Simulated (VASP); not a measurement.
# SiNi (Pnma) in VASP: a series of runs, part 2 of 3

VASP 6.6.1. The steps go on from the part before.

## 3. Electric field gradients, PBE, collinear spin, ferromagnetic start

INCAR

```
  PREC = Accurate
  ENCUT = 520
  EDIFF = 1E-8
  ISMEAR = 0
  SIGMA = 0.02
  LREAL = F
  LASPH = T
  NELM = 120
  ALGO = Fast
  ISIF = 2
  LWAVE = F
  LCHARG = F
  ISPIN = 2
  MAGMOM = 1 1 1 1 0 0 0 0
  LORBIT = 11
  LMAXMIX = 4
  GGA = PE
  LEFG = T
```

KPOINTS

```
regular mesh
0
Gamma
  4 6 4
```

POSCAR

```
SiNi
1.0
    5.1731000000      0.0000000000      0.0000000000
    0.0000000000      3.3381000000      0.0000000000
    0.0000000000      0.0000000000      5.6049000000
Ni Si
4 4
Direct
    0.9922100000      0.7500000000      0.8124800000
    0.5077900000      0.2500000000      0.3124800000
    0.4922100000      0.7500000000      0.6875200000
    0.0077900000      0.2500000000      0.1875200000
    0.6787200000      0.2500000000      0.9175000000
    0.8212800000      0.7500000000      0.4175000000
    0.1787200000      0.2500000000      0.5825000000
    0.3212800000      0.7500000000      0.0825000000
```

Potentials or basis: VASP PAW PBE potentials, release 64 (Ni, Si).

Launch:

```bash
> cat potpaw_PBE.64/Ni/POTCAR potpaw_PBE.64/Si/POTCAR > POTCAR
> mpirun -np 1 vasp_std > vasp.out
```

OUTCAR:

```text
PREC = Accurate
   ENCUT = 520
   EDIFF = 1E-8
   ISMEAR = 0
   LREAL = F
   LASPH = T
   NELM = 120
   ISIF = 2
   ISPIN = 2
   LORBIT = 11
   GGA = PE

 ion  position               nearest neighbor table
   1  0.992  0.750  0.812-   8 2.28   7 2.32   7 2.32   6 2.38   5 2.40   5 2.40   3 2.68   3 2.68
                             4 2.69   4 2.69
   2  0.508  0.250  0.312-   7 2.28   8 2.32   8 2.32   5 2.38   6 2.40   6 2.40   4 2.68   4 2.68
                             3 2.69   3 2.69
   3  0.492  0.750  0.688-   6 2.28   5 2.32   5 2.32   8 2.38   7 2.40   7 2.40   1 2.68   1 2.68
                             2 2.69   2 2.69
   4  0.008  0.250  0.188-   5 2.28   6 2.32   6 2.32   7 2.38   8 2.40   8 2.40   2 2.68   2 2.68
                             1 2.69   1 2.69
   5  0.679  0.250  0.917-   4 2.28   3 2.32   3 2.32   2 2.38   1 2.40   1 2.40   8 2.66   8 2.66

   6  0.821  0.750  0.417-   3 2.28   4 2.32   4 2.32   1 2.38   2 2.40   2 2.40   7 2.66   7 2.66

   7  0.179  0.250  0.583-   2 2.28   1 2.32   1 2.32   4 2.38   3 2.40   3 2.40   6 2.66   6 2.66

   8  0.321  0.750  0.083-   1 2.28   2 2.32   2 2.32   3 2.38   4 2.40   4 2.40   5 2.66   5 2.66

  LATTYP: Found a simple orthorhombic cell.
 ALAT       =     3.3381000000
 B/A-ratio  =     1.5497139091
 C/A-ratio  =     1.6790689314

  Lattice vectors:

 A1 = (   0.0000000000,  -3.3381000000,   0.0000000000)
 A2 = (   5.1731000000,   0.0000000000,   0.0000000000)
 A3 = (   0.0000000000,   0.0000000000,   5.6049000000)

Analysis of symmetry for initial positions (statically):
=====================================================================
 Subroutine PRICEL returns:
 Original cell was already a primitive cell.

 Routine SETGRP: Setting up the symmetry group for a
 simple orthorhombic supercell.

 Subroutine GETGRP returns: Found  8 space group operations
 (whereof  2 operations were pure point group operations)
 out of a pool of  8 trial point group operations.

The static configuration has the point symmetry S_2 .
 The point group associated with its full space group is D_2h.

Analysis of symmetry for dynamics (positions and initial velocities):
=====================================================================
 Subroutine PRICEL returns:
 Original cell was already a primitive cell.

 Routine SETGRP: Setting up the symmetry group for a
 simple orthorhombic supercell.

 Subroutine GETGRP returns: Found  8 space group operations
 (whereof  2 operations were pure point group operations)
 out of a pool of  8 trial point group operations.

The dynamic configuration has the point symmetry S_2 .
 The point group associated with its full space group is D_2h.

Analysis of structural, dynamic, and magnetic symmetry:
=====================================================================
 Subroutine PRICEL returns:
 Original cell was already a primitive cell.

 Routine SETGRP: Setting up the symmetry group for a
 simple orthorhombic supercell.

[... 1094 lines left out ...]

 k-point     1 :       0.0000    0.0000    0.0000
  band No.  band energies     occupation
      1      -2.5625      1.00000
      2       0.7429      1.00000
      3       2.1004      1.00000
      4       2.5973      1.00000
      5       3.9255      1.00000
      6       4.4000      1.00000
[... 901 lines left out ...]
     34      14.6271      0.00000
     35      14.6271      0.00000

 [... further k-points ...]
[... 5 lines left out ...]
  --------------------------------------------------------------------------------------
  -------------------------------------------------------------------------------------
  Total        1.9183375      0.3324052      0.9687512      0.0000000      0.0000000      0.0000000
  in kB       31.7553938      5.5025028     16.0363217      0.0000000      0.0000000      0.0000000
  external PRESSURE =      17.7647394 kB  Pullay stress =       0.0000000 kB

 VOLUME and BASIS-vectors are now :
 -----------------------------------------------------------------------------
  energy-cutoff  :      520.00
  volume of cell :       96.79
      direct lattice vectors                 reciprocal lattice vectors
     5.173100000  0.000000000  0.000000000     0.193307688  0.000000000  0.000000000
     0.000000000  3.338100000  0.000000000     0.000000000  0.299571613  0.000000000
     0.000000000  0.000000000  5.604900000     0.000000000  0.000000000  0.178415315

 POSITION                                       TOTAL-FORCE (eV/Angst)
 -----------------------------------------------------------------------------------
      5.13280      2.50357      4.55387        -0.028236     -0.000000     -0.009384
      2.62685      0.83452      1.75142         0.028236     -0.000000     -0.009384
      2.54625      2.50357      3.85348        -0.028236      0.000000      0.009384
      0.04030      0.83452      1.05103         0.028236      0.000000      0.009384
      3.51109      0.83452      5.14250        -0.008656     -0.000000     -0.012477
      4.24856      2.50357      2.34005         0.008656     -0.000000     -0.012477
      0.92454      0.83452      3.26485        -0.008656     -0.000000      0.012477
      1.66201      2.50357      0.46240         0.008656     -0.000000      0.012477
 -----------------------------------------------------------------------------------
    total drift:                               -0.000000      0.000000     -0.000000

  FREE ENERGIE OF THE ION-ELECTRON SYSTEM (eV)
  ---------------------------------------------------
  free  energy   TOTEN  =       -47.6338413492 eV

  energy  without entropy=      -47.6338413492  energy(sigma->0) =      -47.63384135

 Electric field gradients (V/A^2)
---------------------------------------------------------------------
 ion       V_xx      V_yy      V_zz      V_xy      V_xz      V_yz
---------------------------------------------------------------------
   1     -17.469    14.990     2.479    -0.000    -2.623    -0.000
   2     -17.469    14.990     2.479    -0.000     2.623     0.000
   3     -17.469    14.990     2.479     0.000     2.623     0.000
   4     -17.469    14.990     2.479     0.000    -2.623    -0.000
   5      -4.450     2.763     1.687    -0.000   -19.284     0.000
   6      -4.450     2.763     1.687     0.000    19.284    -0.000
   7      -4.450     2.763     1.687     0.000    19.284     0.000
   8      -4.450     2.763     1.687     0.000   -19.284     0.000
---------------------------------------------------------------------

 Electric field gradients after diagonalization (V/A^2)
 (convention: |V_zz| > |V_xx| > |V_yy|)
----------------------------------------------------------------------
 ion       V_xx      V_yy      V_zz     asymmetry (V_yy - V_xx)/ V_zz
----------------------------------------------------------------------
   1      14.990     2.819   -17.808       0.683
   2      14.990     2.819   -17.808       0.683
   3      14.990     2.819   -17.808       0.683
   4      14.990     2.819   -17.808       0.683
   5      18.144     2.763   -20.908       0.736
   6      18.144     2.763   -20.908       0.736
   7      18.144     2.763   -20.908       0.736
   8      18.144     2.763   -20.908       0.736
----------------------------------------------------------------------

           NMR quadrupolar parameters

 Cq : quadrupolar parameter    Cq=e*Q*V_zz/h
 eta: asymmetry parameters     (V_yy - V_xx)/ V_zz
 Q  : nuclear electric quadrupole moment in mb (millibarn)
----------------------------------------------------------------------
 ion       Cq(MHz)       eta       Q (mb)
----------------------------------------------------------------------
   1      -0.043       0.683       1.000
   2      -0.043       0.683       1.000
   3      -0.043       0.683       1.000
   4      -0.043       0.683       1.000
   5      -0.051       0.736       1.000
   6      -0.051       0.736       1.000
   7      -0.051       0.736       1.000
   8      -0.051       0.736       1.000
----------------------------------------------------------------------

 total charge

# of ion       s       p       d       tot
------------------------------------------
    1        0.499   0.639   8.447   9.585
    2        0.499   0.639   8.447   9.585
    3        0.499   0.639   8.447   9.585
    4        0.499   0.639   8.447   9.585
    5        0.761   0.854   0.000   1.615
    6        0.761   0.854   0.000   1.615
    7        0.761   0.854   0.000   1.615
    8        0.761   0.854   0.000   1.615
--------------------------------------------------
tot          5.042   5.972  33.788  44.801

 magnetization (x)

# of ion       s       p       d       tot
------------------------------------------
    1       -0.000  -0.000   0.000   0.000
    2       -0.000  -0.000   0.000   0.000
    3       -0.000  -0.000   0.000   0.000
    4       -0.000  -0.000   0.000   0.000
    5       -0.000  -0.000   0.000  -0.000
    6       -0.000  -0.000   0.000  -0.000
    7       -0.000  -0.000   0.000  -0.000
    8       -0.000  -0.000   0.000  -0.000
--------------------------------------------------
tot         -0.000  -0.000   0.000   0.000
```

It took 7.1 min on 1 thread of AMD EPYC 7R43 (Zen 3), shared host; peak memory 0.31 GiB.

Results:

* Free energy: -47.6338 eV
* Pressure: 1.8 GPa
* Largest force: 0.030 eV/Å
* Band gap on the k mesh: none (metal or under the smearing width)
* Net moment: 0.00 μB per cell
* Valence electrons inside the program's atomic spheres: Ni 9.59; Si 1.61

Forces in eV/Å, atoms in the order of the input:
```
Ni  -0.028  0.000 -0.009
Ni   0.028  0.000 -0.009
Ni  -0.028  0.000  0.009
Ni   0.028  0.000  0.009
Si  -0.009  0.000 -0.012
Si   0.009  0.000 -0.012
Si  -0.009  0.000  0.012
Si   0.009  0.000  0.012
```

Stress tensor (GPa, compression positive):
```
3.18 0.00 0.00
0.00 0.55 0.00
0.00 0.00 1.60
```

Levels at points of the mesh, in eV from the Fermi level:
Spin up:
```
           k point  band 25  band 26  band 27  band 28  band 29  band 30  band 31  band 32
(0.00, 0.00, 0.00)    -1.78    -1.08    -0.90    -0.89     0.64     1.30     3.46     4.13
(0.50, 0.00, 0.00)    -1.77    -1.77     1.02     1.02     1.27     1.27     3.85     3.85
(0.00, 0.50, 0.00)    -1.79    -1.79    -1.34    -1.34    -0.53    -0.53     2.06     2.06
(0.50, 0.50, 0.00)    -1.61    -1.61    -1.61    -1.61     0.56     0.56     0.56     0.56
(0.00, 0.00, 0.50)    -1.40    -1.40    -0.19    -0.19     1.13     1.13     3.35     3.35
(0.50, 0.00, 0.50)    -1.00    -1.00     0.77     0.77     2.47     2.47     2.90     2.96
(0.00, 0.50, 0.50)    -1.87    -1.87    -1.62    -1.62     0.21     0.21     1.38     1.38
(0.50, 0.50, 0.50)    -1.78    -1.78    -1.78    -1.78     2.62     2.62     2.62     2.62
```
Spin down:
```csv
k point,band 24,band 25,band 26,band 27,band 28,band 29,band 30,band 31,band 32,band 33
"(0.00, 0.00, 0.00)",-1.87,-1.78,-1.08,-0.90,-0.89,0.64,1.30,3.46,4.13,4.26
"(0.50, 0.00, 0.00)",-1.91,-1.77,-1.77,1.02,1.02,1.27,1.27,3.85,3.85,4.59
"(0.00, 0.50, 0.00)",-2.01,-1.79,-1.79,-1.34,-1.34,-0.53,-0.53,2.06,2.06,2.61
"(0.50, 0.50, 0.00)",-1.95,-1.61,-1.61,-1.61,-1.61,0.56,0.56,0.56,0.56,4.29
"(0.00, 0.00, 0.50)",-1.99,-1.40,-1.40,-0.19,-0.19,1.13,1.13,3.35,3.35,4.52
"(0.50, 0.00, 0.50)",-2.01,-1.00,-1.00,0.77,0.77,2.47,2.47,2.90,2.95,2.97
"(0.00, 0.50, 0.50)",-1.89,-1.87,-1.87,-1.62,-1.62,0.21,0.21,1.38,1.38,2.44
"(0.50, 0.50, 0.50)",-2.08,-1.78,-1.78,-1.78,-1.78,2.62,2.62,2.62,2.62,3.57
```

Electric field gradients, principal values (V/Å²):
```tsv
atom	Vxx	Vyy	Vzz
1 Ni	2.819	14.990	-17.808
2 Ni	2.819	14.990	-17.808
3 Ni	2.819	14.990	-17.808
4 Ni	2.819	14.990	-17.808
5 Si	2.763	18.144	-20.908
6 Si	2.763	18.144	-20.908
7 Si	2.763	18.144	-20.908
8 Si	2.763	18.144	-20.908
```

## 4. Core levels, PBE, collinear spin, ferromagnetic start

INCAR

```
SYSTEM = SiNi
ALGO     = Normal         ! electronic algorithm
EDIFF    = 1E-6           ! SCF threshold, eV
ENCUT    = 520            ! plane-wave cutoff, eV
GGA      = PE             ! functional
ICORELEVEL= 1            
ISIF     = 2              ! what is computed and relaxed
ISMEAR   = 0              ! smearing method
ISPIN    = 2              ! spin polarisation
LASPH    = .TRUE.         ! aspherical terms in the spheres
LCHARG   = .FALSE.        ! write CHGCAR
LMAXMIX  = 4              ! l up to which the mixer works
LORBIT   = 11             ! projections on sites
LREAL    = .FALSE.        ! projectors in reciprocal space
LWAVE    = .FALSE.        ! write WAVECAR
MAGMOM   = 1 1 1 1 0 0 0 0 ! initial moments
NELM     = 120            ! most SCF steps
PREC     = Accurate       ! precision mode
SIGMA    = 0.02           ! smearing width, eV
```

KPOINTS

```
k-points
0
G
  4 6 4
  0 0 0
```

POSCAR is that of step 3.

Potentials or basis: VASP PAW PBE potentials, release 64 (Ni, Si).

Launch:

```bash
> cat potpaw_PBE.64/Ni/POTCAR potpaw_PBE.64/Si/POTCAR > POTCAR
> mpirun -np 1 vasp_std > vasp.out
```

OUTCAR:

```text
SYSTEM = SiNi
   EDIFF = 1E-6
   ENCUT = 520
   GGA = PE
   ISIF = 2
   ISMEAR = 0
   ISPIN = 2
   LASPH = .TRUE.
   LORBIT = 11
   LREAL = .FALSE.
   NELM = 120
   PREC = Accurate

 ion  position               nearest neighbor table
   1  0.992  0.750  0.812-   8 2.28   7 2.32   7 2.32   6 2.38   5 2.40   5 2.40   3 2.68   3 2.68
                             4 2.69   4 2.69
   2  0.508  0.250  0.312-   7 2.28   8 2.32   8 2.32   5 2.38   6 2.40   6 2.40   4 2.68   4 2.68
                             3 2.69   3 2.69
   3  0.492  0.750  0.688-   6 2.28   5 2.32   5 2.32   8 2.38   7 2.40   7 2.40   1 2.68   1 2.68
                             2 2.69   2 2.69
   4  0.008  0.250  0.188-   5 2.28   6 2.32   6 2.32   7 2.38   8 2.40   8 2.40   2 2.68   2 2.68
                             1 2.69   1 2.69
   5  0.679  0.250  0.917-   4 2.28   3 2.32   3 2.32   2 2.38   1 2.40   1 2.40   8 2.66   8 2.66
[... 1470 lines left out ...]
      4.24856      2.50357      2.34005         0.008726     -0.000000     -0.012419
      0.92454      0.83452      3.26485        -0.008726      0.000000      0.012419
      1.66201      2.50357      0.46240         0.008726      0.000000      0.012419
 -----------------------------------------------------------------------------------
    total drift:                               -0.000000      0.000000     -0.000000

  FREE ENERGIE OF THE ION-ELECTRON SYSTEM (eV)
  ---------------------------------------------------
  free  energy   TOTEN  =       -47.6338408316 eV

  energy  without entropy=      -47.6338408316  energy(sigma->0) =      -47.63384083

 total charge

# of ion       s       p       d       tot
------------------------------------------
    1        0.499   0.639   8.447   9.585
    2        0.499   0.639   8.447   9.585
    3        0.499   0.639   8.447   9.585
    4        0.499   0.639   8.447   9.585
    5        0.761   0.854   0.000   1.615
    6        0.761   0.854   0.000   1.615
    7        0.761   0.854   0.000   1.615
    8        0.761   0.854   0.000   1.615
--------------------------------------------------
tot          5.042   5.972  33.788  44.801

 magnetization (x)

# of ion       s       p       d       tot
------------------------------------------
    1        0.000   0.000   0.000   0.000
    2        0.000   0.000   0.000   0.000
    3        0.000   0.000   0.000   0.000
    4        0.000   0.000   0.000   0.000
    5       -0.000  -0.000   0.000  -0.000
    6       -0.000  -0.000   0.000  -0.000
    7       -0.000  -0.000   0.000  -0.000
    8       -0.000  -0.000   0.000  -0.000
--------------------------------------------------
tot         -0.000  -0.000   0.000   0.000
```

It took 4.8 min on 1 thread of AMD EPYC 7R43 (Zen 3), shared host; peak memory 0.31 GiB.

What came out:

```
Free energy                                           : -47.6338 eV
Pressure                                              : 1.8 GPa
Largest force                                         : 0.030 eV/Å
Band gap on the k mesh                                : none (metal or under the smearing width)
Net moment                                            : 0.00 μB per cell
Valence electrons inside the program's atomic spheres : Ni 9.59; Si 1.61
```

Forces on the atoms (eV/Å):
```
Ni  -0.028  0.000 -0.010
Ni   0.028  0.000 -0.010
Ni  -0.028  0.000  0.010
Ni   0.028  0.000  0.010
Si  -0.009  0.000 -0.012
Si   0.009  0.000 -0.012
Si  -0.009  0.000  0.012
Si   0.009  0.000  0.012
```

Core levels (eV, on the scale of the bands):
```tsv
atom	levels
1 Ni	1s -8194.7, 2s -964.7, 2p -827.6, 3s -93.5, 3p -53.9
2 Ni	1s -8194.7, 2s -964.7, 2p -827.6, 3s -93.5, 3p -53.9
3 Ni	1s -8194.7, 2s -964.7, 2p -827.6, 3s -93.5, 3p -53.9
4 Ni	1s -8194.7, 2s -964.7, 2p -827.6, 3s -93.5, 3p -53.9
5 Si	1s -1770.3, 2s -124.1, 2p -80.1
6 Si	1s -1770.3, 2s -124.1, 2p -80.1
```

(Continued in part 3 of 3.)
